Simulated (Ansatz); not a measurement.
**Te2Mo under changes of volume**

One of the cells (25.303 Å³/atom); the others are scaled copies at fixed shape and fractional positions:

```
CELL_PARAMETERS angstrom
6.33000 0.00000 0.00000
0.00000 3.46900 0.00000
-0.94679 0.00000 13.82762
ATOMIC_POSITIONS crystal
Te 0.94370 0.75000 0.60450
Te 0.05630 0.25000 0.39550
Te 0.90300 0.25000 0.85140
Te 0.09700 0.75000 0.14860
Te 0.41120 0.75000 0.89550
Te 0.58880 0.25000 0.10450
Te 0.44320 0.25000 0.64840
Te 0.55680 0.75000 0.35160
Mo 0.81670 0.75000 0.99260
Mo 0.18330 0.25000 0.00740
Mo 0.68190 0.25000 0.49340
Mo 0.31810 0.75000 0.50660
```

- Program: Ansatz 0.2.0
- Functional: PBE
- Dispersion: D3(BJ)
- Potentials or basis: Ansatz PAW
- Cutoff: 420 eV (not typed: the program's choice for these potentials)
- k mesh: 4 × 8 × 2
- Occupations: fermi-dirac, width 0.05 eV
- Spin: no spin polarisation

```csv
volume (Å³/atom),energy over the lowest point (meV/atom),pressure (GPa),largest force (eV/Å)
23.785,?,?,?
24.291,8.15,3.6,0.809
24.797,0.64,1.3,0.464
25.303,0.00,-0.8,0.175
25.809,5.50,-2.6,0.229
26.315,16.50,-4.3,0.454
26.821,32.42,-5.8,0.702
```

Question: What does the run at 23.785 Å³/atom give?

Answer: Energy over the lowest point 23.32 meV/atom; pressure 6.1 GPa; largest force 1.182 eV/Å.

Worked out: A Birch-Murnaghan fit of order 3 (a polynomial in V^(-2/3)) to the other rows has its minimum at 25.10 Å³/atom with B0 = V·E''(V) = 101 GPa and B' = 4.5 at fixed shape and positions, which overstates the stiffness. It gives 23.34 meV/atom at 23.785 Å³/atom, against the run's 23.32, and -dE/dV = 6.1 GPa, against 6.1.

Energies are extrapolated to zero smearing.

Caveats: pairwise dispersion overbinds metals, which lowers pressure and volume (some runs); forces of over 1 eV/Å show positions far from the minimum, so gaps and moduli don't describe the material at rest (some runs).
